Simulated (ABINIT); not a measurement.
# Pt: single point with PBE

The system is Pt.

```
Pt
1.0
     0.00000    1.96090    1.96090
     1.96090    0.00000    1.96090
     1.96090    1.96090    0.00000
Pt
1
Cartesian
  0.0000 0.0000 0.0000
```

| Property | Result |
| --- | --- |
| Program | ABINIT 10.8.3 (patched build) |
| Task | single point |
| Functional | PBE |
| Potentials or basis | JTH PAW PBE v2.0 |
| Cutoff | 435 eV |
| k mesh | 16 × 16 × 16 |
| Occupations | fermi-dirac, width 0.05 eV |
| Spin | no spin polarisation |

```
Pressure                                              : 10.9 GPa
Band gap on the k mesh                                : none (metal or under the smearing width)
Valence electrons inside the program's atomic spheres : Pt 8.65 (radii [1.3315] Å)
```

Levels at points of the mesh, in eV from the Fermi level:
| k point | band 3 | band 4 | band 5 | band 6 | band 7 | band 8 |
| --- | --- | --- | --- | --- | --- | --- |
| (0.00, 0.00, 0.00) | -3.77 | -3.77 | -1.62 | -1.62 | 15.45 | 20.38 |
| (0.50, 0.00, 0.00) | -3.84 | -0.45 | 0.05 | 0.05 | 5.86 | 14.88 |
| (0.50, 0.50, 0.00) | 0.02 | 0.50 | 0.50 | 1.83 | 8.90 | 11.63 |

Wall time 35 s on 1 thread of Arm Neoverse V1 (shared host), peak memory 0.1 GiB.

Spin-orbit coupling is left out, which matters for the levels of Pt.
